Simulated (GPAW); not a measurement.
# GaAs (F-43m) in GPAW: further runs

One crystal, GaAs, is run at these levels: PBE, LDA; tasks: single point.

Everything below comes from runs of GPAW 26.7.0. Logs are shortened: lines on timing, memory, paths and dates and some standing lists are left out, and cuts for length are marked. The log counts tension as positive stress, the text compression.

**Measured values to compare with.**

“Evidence of valence band perturbations in GaAsN/GaAs(001): A combined variable-angle spectroscopic ellipsometry and modulated photoreflectance investigation”, 2008, arxiv:0805.2212 reports, for a bulk crystal of GaAs at 300 K: band gap 1.418 ± 0.005 eV (direct).

How close the calculation comes is told below.

**1. Starting point**

The structure is cubic, space group F-43m (No. 216). Conventional cell: a = 5.654 Å, b = 5.654 Å, c = 5.654 Å, α = 90.00°, β = 90.00°, γ = 90.00°. As (site symmetry -43m) is surrounded by 4 Ga at 2.45 Å. Around Ga (site symmetry -43m) lie 4 As at 2.45 Å.

**2. Single point, PBE**

Input file run.py:

```python
from ase import Atoms
from ase.dft.bandgap import bandgap
from ase.io import write
from ase.units import GPa
from gpaw import GPAW, PW

atoms = Atoms(['As', 'Ga'],
              cell=[[0.0, 2.82685, 2.82685],
                    [2.82685, 0.0, 2.82685],
                    [2.82685, 2.82685, 0.0]],
              scaled_positions=[[0.75, 0.75, 0.75],
                                [0.0, 0.0, 0.0]],
              pbc=True)

calc = GPAW(mode=PW(400),
            xc='PBE',
            kpts={'size': (7, 7, 7), 'gamma': True},
            occupations={'name': 'fermi-dirac', 'width': 0.05},
            nbands=11,
            maxiter=120,
            txt='gpaw.txt')
atoms.calc = calc
energy = atoms.get_potential_energy()
forces = atoms.get_forces()
stress = atoms.get_stress()
calc.write('gs.gpw')
write('result.traj', atoms)
print(f'Energy: {energy:.6f} eV')
print('Forces (eV/A):')
print(forces.round(4))
print('Stress (GPa):', (stress / GPa).round(3))
print('Fermi level:', round(calc.get_fermi_level(), 4), 'eV')
print(f'Gap: {bandgap(calc)[0]:.4f} eV, direct: {bandgap(calc, direct=True)[0]:.4f} eV')
```

Potentials or basis: GPAW PAW data sets (gpaw-data 1.2.1), pw.

Started as:

```bash
> OMP_NUM_THREADS=1 python run.py
```

gpaw.txt:

```text
__  _  _
 | _ |_)|_||  |
 |__||  | ||/\| - 26.7.0

Input parameters:
  mode=PW(ecut=400.0),
  kpts=MonkhorstPack(size=(7, 7, 7), gamma=True),
  maxiter=120,
  nbands=11,
  occupations=Occupations(name='fermi-dirac', width=0.05),
  xc=XC(name='PBE')

Diagonalizing LCAO Hamiltonian
Converting LCAO to pw mode

                    As

       Ga

Atoms  # Å, Bohr magnetons
|   | symbol |        x |        y |        z |    initial magnetic moments |
|---|--------|----------|----------|----------|-----------------------------|
| 0 |     As | 4.240275 | 4.240275 | 4.240275 | ( 0.0000,  0.0000,  0.0000) |
| 1 |     Ga | 0.000000 | 0.000000 | 0.000000 | ( 0.0000,  0.0000,  0.0000) |

Unit cell  # Å
| periodic |        x |        y |        z |  lengths |    angles |
|----------|----------|----------|----------|----------|-----------|
|      yes | 0.000000 | 2.826850 | 2.826850 | 3.997770 | 60.000000 |
|      yes | 2.826850 | 0.000000 | 2.826850 | 3.997770 | 60.000000 |
|      yes | 2.826850 | 2.826850 | 0.000000 | 3.997770 | 60.000000 |

Number of symmetries: 24
Symmetry operations  # r_c * U_cc + t_c -> r_c
|    | kind |            matrix            |
|----|------|------------------------------|
|  0 |  E   |  1, 0, 0,  0, 1, 0,  0, 0, 1 |
|  1 |  σ   |  1, 0, 0,  0, 0, 1,  0, 1, 0 |
|  2 |  σ   |  1, 0,-1,  0, 1,-1,  0, 0,-1 |
|  3 |  C3  |  1, 0,-1,  0, 0,-1,  0, 1,-1 |
|  4 |  C3  |  1,-1, 0,  0,-1, 1,  0,-1, 0 |
|  5 |  σ   |  1,-1, 0,  0,-1, 0,  0,-1, 1 |
|  6 |  σ   |  0, 1, 0,  1, 0, 0,  0, 0, 1 |
|  7 |  C3  |  0, 1, 0,  0, 0, 1,  1, 0, 0 |
|  8 |  C2  |  0, 1,-1,  1, 0,-1,  0, 0,-1 |
|  9 |  S4  |  0, 1,-1,  0, 0,-1,  1, 0,-1 |
| 10 |  C3  |  0, 0, 1,  1, 0, 0,  0, 1, 0 |
| 11 |  σ   |  0, 0, 1,  0, 1, 0,  1, 0, 0 |
| 12 |  S4  |  0, 0,-1,  1, 0,-1,  0, 1,-1 |
| 13 |  C3  |  0, 0,-1,  0, 1,-1,  1, 0,-1 |
| 14 |  S4  |  0,-1, 1,  1,-1, 0,  0,-1, 0 |
| 15 |  C2  |  0,-1, 1,  0,-1, 0,  1,-1, 0 |
| 16 |  C3  |  0,-1, 0,  1,-1, 0,  0,-1, 1 |
| 17 |  S4  |  0,-1, 0,  0,-1, 1,  1,-1, 0 |
| 18 |  S4  | -1, 1, 0, -1, 0, 1, -1, 0, 0 |
| 19 |  C3  | -1, 1, 0, -1, 0, 0, -1, 0, 1 |
| 20 |  C3  | -1, 0, 1, -1, 1, 0, -1, 0, 0 |
| 21 |  S4  | -1, 0, 1, -1, 0, 0, -1, 1, 0 |
| 22 |  σ   | -1, 0, 0, -1, 1, 0, -1, 0, 1 |
| 23 |  C2  | -1, 0, 0, -1, 0, 1, -1, 1, 0 |

BZ-sampling:
  Number of BZ points: 343
  Number of IBZ points: 20

  Monkhorst-Pack size: [7, 7, 7]
  Monkhorst-Pack shift: [0, 0, 0]

K-points  # in reciprocal-cell coordinates
|     |                                coordinates |     weight |
|-----|--------------------------------------------|------------|
|   0 | (  0.00000000,   0.00000000,   0.00000000) | 0.00291545 |
|   1 | (  0.14285714,   0.14285714,   0.00000000) | 0.01749271 |
|   2 | (  0.14285714,   0.14285714,   0.14285714) | 0.02332362 |
|   3 | (  0.28571429,   0.14285714,   0.14285714) | 0.03498542 |
|   4 | (  0.28571429,   0.28571429,   0.00000000) | 0.01749271 |
|   5 | (  0.28571429,   0.28571429,   0.14285714) | 0.06997085 |
|   6 | (  0.28571429,   0.28571429,   0.28571429) | 0.02332362 |
|   7 | (  0.42857143,  -0.28571429,  -0.28571429) | 0.03498542 |
|   8 | (  0.42857143,   0.28571429,  -0.42857143) | 0.13994169 |
|   9 | (  0.42857143,   0.28571429,  -0.28571429) | 0.06997085 |
| ... |                                            |            |
|  19 | (  0.42857143,   0.42857143,   0.42857143) | 0.02332362 |

Plane wave coefficients: 869
Cutoff: 400.0 eV

Spin-components: 1 (collinear spins)
Bands:           11
Projectors:      10
Spin-degeneracy: 2
Datatype:        complex128

Parallelization:
  kpt:    1
  domain: 1
  band:   1

Density:
  Valence electrons: 8.0
  Components: 1
  Grid points: [20 20 20]
  Charge: 0.0  # |e|

Potential:
  Grid points: [20 20 20]

species:
  As:
    name:    Arsenic
    Z:       33.0
    valence: 5
    core:    28
    charge:  0.0  # [|e|]
    compensation charges:
      type: gauss
      rc: 0.33  # [Å]
      lmax: 2
    cutoffs:
      filter: 1.87  # [Å]
      core: 2.96  # [Å]
    projectors
    | kind |    occ | energy [eV] | rcut [Å] |
    |------|--------|-------------|----------|
    |   4s |  2.000 |     -14.487 |    1.058 |
    |   4p |  3.000 |      -5.196 |    1.058 |
    |    s |        |      12.725 |    1.058 |
    |    p |        |      22.016 |    1.058 |
    |    d |        |       0.000 |    1.058 |

    Using partial waves for As as LCAO basis

  Ga:
    name:    Gallium
    Z:       31.0
    valence: 3
    core:    28
    charge:  0.0  # [|e|]
    compensation charges:
      type: gauss
      rc: 0.37  # [Å]
      lmax: 2
    cutoffs:
      filter: 2.06  # [Å]
      core: 4.17  # [Å]
    projectors
    | kind |    occ | energy [eV] | rcut [Å] |
    |------|--------|-------------|----------|
    |   4s |  2.000 |      -8.945 |    1.164 |
    |   4p |  1.000 |      -2.580 |    1.164 |
    |    s |        |      18.266 |    1.164 |
    |    p |        |      24.631 |    1.164 |
    |    d |        |       0.000 |    1.164 |

    Using partial waves for Ga as LCAO basis

Reference energy: -114387.645129  # eV

eigensolver:
  PPCG
  Converge bands: occupied
  niter=2

density mixing:
  MSR1-Mixer
  Pratt-step length: 0.05
  Maximum mixing coefficient: 0.75
  Old densities: 10
  SVD Regularization: 0.005
  Good broyden scale: 1.0
  Trust region scale: 1.0
  Backstep threshold: 4.0
  History deletion threshold: 6.0
  Fourier metric: weight=20.0, sigma=0.015

occupation numbers:
  Fermi-Dirac:
    width: 0.0500  # eV

poisson solver:
  ecut: 3200.0  # eV

xc functional:
  name: PBE with 2 nearest neighbor stencil

convergence criteria:
- Maximum [total energy] change in last 3 cyles: 0.0005 eV / valence electron
- Maximum integral of absolute [dens]ity change: 0.0001 electrons / valence electron
- Maximum integral of absolute [eigenst]ate change: 4e-08 eV^2 / valence electron
maximum number of iterations: 120

SCF iterations
|iter     | |      energy | eigst |  dens |
|---------|-|-------------|-------|-------|
|iter:   1| |   -8.311045 | -0.66 |       |
|iter:   2| |   -8.293545 | -3.05 | -0.89 |
|iter:   3| |   -8.220182 | -2.22 | -0.92 |
|iter:   4| |   -8.221969 | -3.80 | -1.52 |
|iter:   5| |   -8.222219c| -4.71 | -2.05 |
|iter:   6| |   -8.222235c| -6.04 | -2.81 |
|iter:   7| |   -8.222236c| -7.49c| -3.55 |
|iter:   8| |   -8.222236c| -8.55c| -4.10c|

Converged in 8 steps
Energy contributions relative to reference atoms: (reference = -114387.645129)

Energy contributions:
  Kinetic:          26.960798
  Coulomb:         -23.836178
  Zero:              0.017933
  External:          0.000000
  Xc:              -11.364779
  Entropy:          -0.000020
  Spinorbit:         0.000000
  ----------------------------
  Free energy:      -8.222246
  Extrapolated:     -8.222236

dipole moment: (-10.949529, -10.949529, -10.949529)  # |e|*Ang

Fermi level: 5.245
Eigenvalues  # (at kpt = [0.000, 0.000, 0.000])
| band index |      eig [eV] | occ [0-2] |
|------------|---------------|-----------|
|          0 |        -7.773 |     2.000 |
|          1 |         4.924 |     1.997 |
|          2 |         4.924 |     1.997 |
|          3 |         4.924 |     1.997 |
|          4 |         5.510 |     0.010 |
|          5 |         8.695 |     0.000 |
|          6 |         8.695 |     0.000 |
|          7 |         8.695 |     0.000 |
|          8 |        12.579 |     0.000 |
|          9 |        15.010 |     0.000 |
|         10 |        15.010 |     0.000 |

Gap: 0.586 eV
Transition (v -> c):
  (s=0, k=0, n=3, [0.00, 0.00, 0.00]) -> (s=0, k=0, n=4, [0.00, 0.00, 0.00])
No difference between direct/indirect transitions

Forces  # eV/Ang
|        x |        y |        z |
|----------|----------|----------|
| -0.00000 |  0.00000 |  0.00000 |  # As   0
|  0.00000 | -0.00000 | -0.00000 |  # Ga   1

Stress tensor  # eV/Ang^3
|         x |         y |         z |
|-----------|-----------|-----------|
| -0.026989 |  0.000000 | -0.000000 |
|  0.000000 | -0.026989 |  0.000000 |
| -0.000000 |  0.000000 | -0.026989 |

# Writing to gs.gpw (mode='')
```

It took 4.7 s on 1 thread of Arm Neoverse V1, shared host; peak memory 0.13 GiB.

These settings aren't checked as converged: the numbers below hold their error.

Results:

| Item | Value |
| --- | --- |
| Free energy | -8.2222 eV |
| Pressure | 4.3 GPa |
| Band gap on the k mesh | 0.59 eV, direct |

Caveat: the cutoff is short for stress and forces, so pressures can be off by a GPa or more; an odd mesh through Γ misses points on the zone boundary, where band edges often lie.

**3. Single point, LDA**

run.py, as its differences from that of step 2:

```diff
@@ -14,4 +14,4 @@
 
-calc = GPAW(mode=PW(400),
-            xc='PBE',
+calc = GPAW(mode=PW(450),
+            xc='LDA',
             kpts={'size': (7, 7, 7), 'gamma': True},
```

Potentials or basis: the program's PAW data sets (release 1.2.1) made for this functional, pw.

Started as:

```bash
> OMP_NUM_THREADS=1 python run.py
```

It took 4.2 s on 1 thread of Arm Neoverse V1, shared host; peak memory 0.13 GiB.

It converged, with:

| Property | Result |
| --- | --- |
| Free energy | -9.6027 eV |
| Pressure | -0.9 GPa |
| Band gap on the k mesh | 0.36 eV, direct |

Levels at points of the mesh, in eV from the valence-band top:
| k point | band 2 | band 3 | band 4 | band 5 | band 6 | band 7 |
| --- | --- | --- | --- | --- | --- | --- |
| (0.00, 0.00, 0.00) | 0.00 | 0.00 | 0.00 | 0.36 | 3.72 | 3.72 |

Caveat: the cutoff is short for stress and forces, so pressures can be off by a GPa or more.

**4. Single point, PBE (strain = 0.02)**

Input file run.py:

```python
from ase.dft.bandgap import bandgap
from ase.io import read, write
from ase.units import GPa
from gpaw import GPAW, PW

atoms = read('POSCAR')

calc = GPAW(mode=PW(600),
            xc='PBE',
            kpts={'size': (8, 8, 8), 'gamma': True},
            occupations={'name': 'fermi-dirac', 'width': 0.05},
            nbands=11,
            convergence={'density': 1e-05, 'energy': 1e-05},
            maxiter=150,
            txt='gpaw.txt')
atoms.calc = calc
energy = atoms.get_potential_energy()
forces = atoms.get_forces()
stress = atoms.get_stress()
calc.write('gs.gpw')
write('result.traj', atoms)
print(f'Energy: {energy:.6f} eV')
print('Forces (eV/A):')
print(forces.round(4))
print('Stress (GPa):', (stress / GPa).round(3))
print('Fermi level:', round(calc.get_fermi_level(), 4), 'eV')
print(f'Gap: {bandgap(calc)[0]:.4f} eV, direct: {bandgap(calc, direct=True)[0]:.4f} eV')
```

Input file POSCAR:

```
GaAs
1.0
    0.0000000000      2.8268500000      2.8268500000
    2.8833870000      0.0000000000      2.8268500000
    2.8833870000      2.8268500000      0.0000000000
As Ga
1 1
Direct
    0.7500000000      0.7500000000      0.7500000000
    0.0000000000      0.0000000000      0.0000000000
```

Potentials or basis: GPAW PAW data sets (gpaw-data 1.2.1), pw.

Started as:

```bash
> OMP_NUM_THREADS=1 python run.py
```

It took 20 s on 1 thread of Arm Neoverse V1, shared host; peak memory 0.17 GiB.

Results (log left out):

```
Free energy            : -8.2470 eV
Pressure               : 2.8 GPa
Band gap on the k mesh : 0.39 eV, direct
```

Stress tensor (GPa, compression positive):
```
1.98 0.00 0.00
0.00 3.15 0.00
0.00 0.00 3.15
```

Levels at points of the mesh, in eV from the valence-band top:
```tsv
k point	band 2	band 3	band 4	band 5	band 6	band 7
(0.00, 0.00, 0.00)	-0.12	0.00	0.00	0.39	3.71	3.71
(0.00, 0.50, 0.50)	-6.81	-2.54	-2.54	1.56	1.77	10.02
(0.50, 0.50, 0.00)	-6.70	-2.68	-2.67	1.44	1.59	9.94
(0.50, 0.50, 0.50)	-6.54	-1.22	-1.06	0.94	4.57	4.69
```

Caveat: the density grid can change from cell to cell, which puts small steps into energies and stress.

(Continued in part 2 of 2.)
